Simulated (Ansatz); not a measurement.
# BaHfO3: the cost of one run

Method: DFT PBE, scalar-relativistic, plane waves, PAW, unless a step names another level, in Ansatz 0.2.0.

### Step 1. The system as given

It takes space group Pm-3m (No. 221, cubic). Conventional cell: a = 4.206 Å, b = 4.206 Å, c = 4.206 Å, α = 90.00°, β = 90.00°, γ = 90.00°. Ba (site symmetry m-3m) is surrounded by 12 O at 2.97 Å. Hf (site symmetry m-3m) is surrounded by 6 O at 2.10 Å. O (site symmetry 4/mmm) is surrounded by 2 Hf at 2.10 Å and 4 Ba at 2.97 Å.

Structure file:

```xyz
5
Lattice="4.2061 0.0000 0.0000 0.0000 4.2061 0.0000 0.0000 0.0000 4.2061" Properties=species:S:1:pos:R:3 pbc="T T T"
Ba    2.1031    2.1031    2.1031
Hf    0.0000    0.0000    0.0000
O     0.0000    0.0000    2.1031
O     2.1031    0.0000    0.0000
O     0.0000    2.1031    0.0000
```

It came out lowest among 19 distinct ends of the trial cells. At a tolerance of 0.02 Å it has space group Pm-3m (No. 221).

### Step 2. Relaxing to 0.001 eV/Å, on the response runs' mesh and smearing

The input, input.yaml:

```yaml
crystal:
  lattice:
    - [4.2061261001, 0.0, 0.0]
    - [0.0, 4.2061261001, 0.0]
    - [0.0, 0.0, 4.2061261001]
  atoms:
    - { symbol: Ba, position: [0.5, 0.5, 0.5] }
    - { symbol: Hf, position: [0.0, 0.0, 0.0] }
    - { symbol: O, position: [0.0, 0.0, 0.5] }
    - { symbol: O, position: [0.5, 0.0, 0.0] }
    - { symbol: O, position: [0.0, 0.5, 0.0] }
basis:
  ecutwfc: 420
kpoints:
  mp_grid: { grid: [6, 6, 6] }
hamiltonian:
  xc: pbe
scf:
  occupations: { method: fixed }
output:
  forces: true
  stress: true
  eigenvalues: true
relax:
  adjacent_minimum: "off"
  f_tol: 0.001
  max_steps: 60
  cell: { stress_tol: 0.01 }
```

Launch:

```console
ansatz run input.yaml --threads 3 --pin off --max-ram 7680MiB --backend cpu --events-out ev --progress --plain --runs-dir out
```

What time and memory should one allow on 3 threads of Intel Xeon Platinum 8259CL at 2.50GHz (Skylake/Cascade Lake), shared host?

About 3.4 s, with a peak of 0.48 GiB.
